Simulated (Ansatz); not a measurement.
**Field gradients of SiO₂ from run to run**

Cell of run 1: a computed structure from the Materials Project (it need not be an observed phase).

```cif
data_SiO2
_symmetry_space_group_name_H-M 'Pnnm'
_symmetry_Int_Tables_number 58
_cell_length_a 4.9580
_cell_length_b 8.7413
_cell_length_c 8.6786
_cell_angle_alpha 90.000
_cell_angle_beta 90.000
_cell_angle_gamma 90.000
loop_
_atom_site_label
_atom_site_type_symbol
_atom_site_symmetry_multiplicity
_atom_site_Wyckoff_symbol
_atom_site_fract_x
_atom_site_fract_y
_atom_site_fract_z
Si Si 8 h 0.9337 0.1741 0.1813
O9 O 4 g 0.0136 0.8013 0.0000
O10 O 4 e 0.5000 0.5000 0.2716
O13 O 8 h 0.1232 0.2889 0.7216
```

One atom of each set is listed.

All runs are DFT with Ansatz 0.2.0 (plane waves and PAW, scalar-relativistic unless spin–orbit coupling is named, Γ-centred meshes, Fermi–Dirac smearing where given) in this cell.

Run 1: PBE, atoms as given; 420 eV, 5×3×3 k-points, smearing 0.02 eV.
Run 2: r2SCAN, atoms as given; 500 eV, 5×3×3 k-points, smearing 0.02 eV.
Run 3: PBE, gradients read without the response of the cores, atoms as given; 420 eV, 5×3×3 k-points, smearing 0.02 eV.

```tsv
run	Si V_zz (η)	O9 V_zz (η)	O10 V_zz (η)	O13 V_zz (η)
1	0.51 (0.97)	9.65 (0.13)	9.50 (0.09)	9.18 (0.22)
2	0.49 (0.98)	9.52 (0.13)	9.38 (0.09)	9.07 (0.23)
3	?	?	?	?
```

V_zz in 10²¹ V/m².

Task: Estimate the row of run 3.

Result: Si: 0.48 (0.94); O9: 9.97 (0.13); O10: 9.81 (0.10); O13: 9.48 (0.22). It lies nearest to run 1, from whose tensors on these sites it differs by 0.32 at most (largest principal value of the difference, on O9). Taken one at a time, the response of the cores moves the tensors on these sites by up to 0.32 (largest principal value of the change, on O9), the functional (r2SCAN with its higher cutoff) by 0.13 (O9).

In runs 1, 3 the atoms aren't at the calculated equilibrium (largest force 0.29, 0.29 eV/Å).
